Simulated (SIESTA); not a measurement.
Crystal: As.

```
CELL_PARAMETERS angstrom
1.88080 1.08588 3.51406
-1.88080 1.08588 3.51406
0.00000 -2.17176 3.51406
ATOMIC_POSITIONS crystal
As 0.22600 0.22600 0.22600
As 0.77400 0.77400 0.77400
```

Base run:

* Program: SIESTA 5.4.2
* Functional: LDA
* Potentials or basis: PseudoDojo 0.4 standard (LDA files)
* Basis: DZP (energy shift 0.003 Ry; two zetas on semicore shells)
* Grid cutoff: 500 Ry
* Energy shift: 0.003 Ry
* k mesh: 9 × 9 × 9
* Occupations: fermi-dirac, width 0.05 eV
* Spin: no spin polarisation

Its results: band gap on the k mesh none (metal or under the smearing width); pressure 0.7 GPa; largest force 0.714 eV/Å.

Task: The run is repeated on the same cell with these changes: functional from LDA to PBEsol; potentials or basis from PseudoDojo 0.4 standard (LDA files) to PseudoDojo 0.4 standard (PBEsol files). What comes out?

Result: Band gap on the k mesh none (metal or under the smearing width); pressure 2.4 GPa; largest force 0.817 eV/Å.

Caveats: the basis of atomic orbitals isn't converged, which shifts pressures, moduli and gaps.
